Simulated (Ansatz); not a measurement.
WC, DFT, PBE, PAW with Ansatz's default frozen-core files, scalar-relativistic (Ansatz 0.2.0), run on 1 thread of Arm Neoverse V2 on a shared host.

The geometry is COD entry 2102244, unchecked; take it as a test cell.

Command: `ansatz run input.yaml --threads 1 --pin off --max-ram 2048MiB --backend cpu --events-out ev --progress --plain --runs-dir out`

```yaml
crystal:
  lattice:
    - [2.900501436, 0.0, 0.0]
    - [-1.450250718, 2.5119079273, 0.0]
    - [0.0, 0.0, 2.829]
  atoms:
    - { symbol: W, position: [0.0, 0.0, 0.0] }
    - { symbol: C, position: [0.6666666667, 0.3333333333, 0.5] }
kpoints:
  mp_grid: { grid: [18, 18, 17] }
scf:
  occupations: { method: fermi_dirac, width: 0.05 }
hamiltonian:
  xc: pbe
  pseudopotentials: { kind: paw }
output:
  forces: true
  stress: true
  eigenvalues: true
  efg: { contact_densities: true }
```

(1) How large is the problem that the program sets up?

(2) Estimate the wall time and the peak memory.

(3) And the same cell and mesh by all-electron LAPW, asked for forces, stress, eigenvalues, on the same hardware?

Answers

(1) 333 irreducible k-points, 405 plane waves at Γ, 13 bands.

(2) 7.7 s of wall time for 6 SCF iterations, with a peak of 0.43 GiB. Times on shared machines scatter by tens of per cent.

(3) 110 s, peak memory 0.78 GiB.
